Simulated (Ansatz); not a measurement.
## SiO₂, space group P4_2/mnm: an equation of state with a fit, step by step

Computed with Ansatz 0.2.0 through its Python package.

Run as a notebook:

```python
import warnings

import ansatz
import numpy as np
```

```python
SETTINGS = {
    "xc": "pbesol",
    "smearing": "fixed",
    "ecut": 500,
    "mesh": (4, 4, 6),
}
```

```python
VECTORS = np.array([
    [4.1773, 0.0, 0.0],
    [0.0, 4.1773, 0.0],
    [0.0, 0.0, 2.6652],
])
SITES = [
    ("Si", [0.0, 0.0, 0.0]),
    ("Si", [0.5, 0.5, 0.5]),
    ("O", [0.3059, 0.3059, 0.0]),
    ("O", [0.1941, 0.8059, 0.5]),
    ("O", [0.6941, 0.6941, 0.0]),
    ("O", [0.8059, 0.1941, 0.5]),
]
```

```python
def crystal_on(cell):
    crystal = ansatz.Crystal(lattice=ansatz.Lattice.of(cell))
    for symbol, position in SITES:
        crystal = crystal.atom(symbol, position)
    return crystal

warnings.simplefilter("ignore", ansatz.DeckWarning)
```

```python
# uniform scaling of the cell
volumes, energies, pressures = [], [], []
for scale in np.linspace(0.95, 1.07, 5):
    cell = VECTORS * scale ** (1 / 3)
    calculation = crystal_on(cell).calculation()
    calculation = calculation.functional(SETTINGS["xc"])
    calculation = calculation.accuracy("low")
    calculation = calculation.occupations(SETTINGS["smearing"])
    calculation = calculation.scf(self_checks="low").basis(SETTINGS["ecut"])
    calculation = calculation.kpoints(*SETTINGS["mesh"])
    calculation = calculation.stress()
    report = calculation.run().report
    volumes.append(abs(np.linalg.det(cell)) / len(SITES))
    energies.append(report["free_energy_ev"] / len(SITES))
    pressures.append(np.trace(report["stress_gpa"]) / 3)
    print(f"V = {volumes[-1]:8.4f} A^3/atom  F = {energies[-1]:.5f} eV/atom  P = {pressures[-1]:8.3f} GPa")
```

    V =   7.3637 A^3/atom  F = -582.10671 eV/atom  P =   23.407 GPa
    V =   7.5962 A^3/atom  F = -582.13171 eV/atom  P =   11.365 GPa
    V =   7.8287 A^3/atom  F = -582.14051 eV/atom  P =    1.031 GPa
    V =   8.0613 A^3/atom  F = -582.13541 eV/atom  P =   -7.838 GPa
    V =   8.2938 A^3/atom  F = -582.11836 eV/atom  P =  -15.445 GPa

```python
# third-order Birch-Murnaghan: a cubic in V^(-2/3)
x = np.array(volumes) ** (-2 / 3)
poly = np.polynomial.Polynomial.fit(x, energies, 3).convert()
roots = poly.deriv().roots()
x0 = min((r.real for r in roots if abs(r.imag) < 1e-9 and poly.deriv(2)(r.real) > 0), key=lambda r: abs(r - x.mean()))
v0 = x0 ** -1.5
b0 = 4 / 9 * poly.deriv(2)(x0) * v0 ** (-7 / 3) * 160.21766
b1 = 4 + 2 / 3 * x0 * poly.deriv(3)(x0) / poly.deriv(2)(x0)
print(f"V0 = {v0:.4f} A^3/atom, B0 = {b0:.1f} GPa, dB/dP = {b1:.2f}")
```

    V0 = 7.8540 A^3/atom, B0 = 317.6 GPa, dB/dP = 4.15

A third-order Birch-Murnaghan fit through the 5 points has its minimum at 7.85 Å³ an atom, 1.3 % above the typed cell, with a bulk modulus of 318 GPa and dB/dP = 4.1. From that minimum the energy rises by 33.9 meV an atom on the compressed side and 22.2 meV on the expanded side.

These settings explore the input space; cutoff and mesh may be short of convergence. Shape and fractional positions are held along the curve, so the bulk modulus is an upper value where they are free to relax. This is a high-temperature or high-pressure form, not the ambient phase. Pressure is positive in compression. The structure is a deposited one; some such entries were measured under pressure or heat, so a shift against it needn't be the functional's error alone. Run time: 6.9 s on 1 thread of Arm Neoverse V2 (shared host), peak memory 0.37 GiB.

(Lines on the test bed's own set-up are left out of the output.)
